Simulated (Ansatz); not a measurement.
2 structures of Se, a ranking of polymorphs by energy

Computed with the Python package of Ansatz (0.2.0).

The cells in order, each with its output:

**Cell 1**
```python
import ansatz
import numpy as np

params = {
    "cutoff_ev": 520,
    "kspacing": 0.15,
    "smearing": "cold",
    "smearing_width": 0.05,
}
```

**Cell 2**
```python
PHASES = {
    "Im-3m": (
        [(-1.4038, 1.4038, 1.4038), (1.4038, -1.4038, 1.4038), (1.4038, 1.4038, -1.4038)],
        [
            ("Se", (0.0, 0.0, 0.0)),
        ],
    ),
    "R-3m": (
        [(1.925, 1.1114, 0.88167), (-1.925, 1.1114, 0.88167), (0.0, -2.2228, 0.88167)],
        [
            ("Se", (0.0, 0.0, 0.0)),
        ],
    ),
}
```

**Cell 3**
```python
def build(vectors, sites):
    crystal = ansatz.Crystal(lattice=ansatz.Lattice.of(vectors))
    for symbol, position in sites:
        crystal = crystal.atom(symbol, position)
    return crystal
```

**Cell 4**
```python
def ground_state(name, crystal):
    calc = (
        crystal.calculation()
        .basis(params["cutoff_ev"])
        .kpoints(spacing=params["kspacing"])
        .occupations(params["smearing"], width=params["smearing_width"])
        .stress()
        .band_table()
    )
    calc = calc.relax(force_tolerance=0.02, fix_cell=["shape"])
    return calc.run(threads=1, backend="cpu")
```

**Cell 5**
```python
def pressure_gpa(outcome):
    return float(np.trace(outcome.report["stress_gpa"]) / 3)


def volume_per_atom(outcome):
    return abs(np.linalg.det(outcome.lattice.cell_ang)) / len(outcome.lattice.sites)
```

**Cell 6**
```python
phases = {name: build(*cell) for name, cell in PHASES.items()}
```

**Cell 7**
```python
done = {}
for name, crystal in phases.items():
    try:
        done[name] = ground_state(name, crystal)
    except ansatz.NonConvergedError as error:
        print(name, "did not converge:", str(error)[:120])
```

**Cell 8**
```python
energy = {name: o.report["energy_sigma0_ev"] / len(o.lattice.sites) for name, o in done.items()}
lowest = min(energy.values())
rows = [(name, len(o.lattice.sites), 1000 * (energy[name] - lowest), pressure_gpa(o), volume_per_atom(o)) for name, o in done.items()]
rows.sort(key=lambda row: row[2])
print("     phase       atoms  dE (meV/atom)     P (GPa)  V (A^3/atom)")
for row in rows:
    print(f"{str(row[0]):>10}  {row[1]:10d}  {row[2]:13.1f}  {row[3]:10.2f}  {row[4]:12.3f}")
print("lowest in energy:", rows[0][0])
```
Output:
```text
     phase       atoms  dE (meV/atom)     P (GPa)  V (A^3/atom)
      R-3m           1            0.0        0.00        20.461
     Im-3m           1           51.2        0.00        20.319
lowest in energy: R-3m
```

By space group at the end of each run: R-3m (+0 meV an atom, 20.5 Å³) and Im-3m (+51 meV an atom, 20.3 Å³).

What to keep in mind:
- Atoms and volume are relaxed with the cell's shape held, which in cells of lower than cubic symmetry can hide stresses and shift volumes.
- A cell that swells this much on relaxing started as a compressed, perhaps high-pressure structure.
- Pressure is positive in compression.
- No functional is typed, so the default, PBE, holds.
- The cells come from databases of deposited and of computed structures, and not all need be stable phases.
- The ranking holds among these structures alone, at zero temperature; the ground state may be another structure. Differences under 10 to 15 meV an atom lie within the error of mesh and functional.
- It ran for 2.1 min on 1 thread of Arm Neoverse V2 (shared host), peak memory 0.71 GiB.
